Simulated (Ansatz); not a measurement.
The system is GaN.

```
Ga N
1.0
     0.00000    2.13524    2.13524
     2.13524    0.00000    2.13524
     2.13524    2.13524    0.00000
Ga N
1 1
Direct
  0.00000 0.00000 0.00000
  0.50000 0.50000 0.50000
```

Measurements of this composition are mostly on another form, of space group No. 186.

```yaml
Program: Ansatz 0.2.0
Task: relaxation of cell and atoms
Functional: PBEsol
Dispersion: D4
Potentials_or_basis: Ansatz PAW
Cutoff: "420 eV (not typed: the program's choice for these potentials)"
k_mesh: 11 × 11 × 11
Occupations: fermi-dirac, width 0.05 eV
Spin: no spin polarisation
```

At the start: volume 9.74 Å³/atom.

Question: Where does the relaxation end?

Answer: It ends after 7 steps and the volume is 9.22 Å³/atom (-5.3 %); space group Fm-3m (No. 225, to 0.05 Å).

Step by step:
| step | energy change (eV) | largest force (eV/Å) | volume (Å³) |
| --- | --- | --- | --- |
| 1 | 0.0000 | 0.0000 | 19.47 |
| 2 | -0.0372 | 0.0000 | 18.79 |
| 3 | -0.0431 | 0.0000 | 18.42 |
| 4 | -0.0430 | 0.0000 | 18.46 |
| 5 | -0.0398 | 0.0000 | 18.46 |
| 6 | -0.0399 | 0.0000 | 18.44 |
| 7 | -0.0399 | 0.0000 | 18.44 |

Final structure:
```
Ga N
1.0
     0.00000    2.09678    2.09678
     2.09678    0.00000    2.09678
     2.09678    2.09678    0.00000
Ga N
1 1
Direct
  0.00000 0.00000 0.00000
  0.50000 0.50000 0.50000
```

Caveat: the plane-wave basis is chosen anew once the cell has moved, so the energies of steps on either side of that aren't comparable; the pressure holds a Pulay correction of +0.6 GPa for the finite cutoff; the PAW data sets come from PBE, with cores solved anew for the run's functional, which leaves a small shift of forces and pressure.
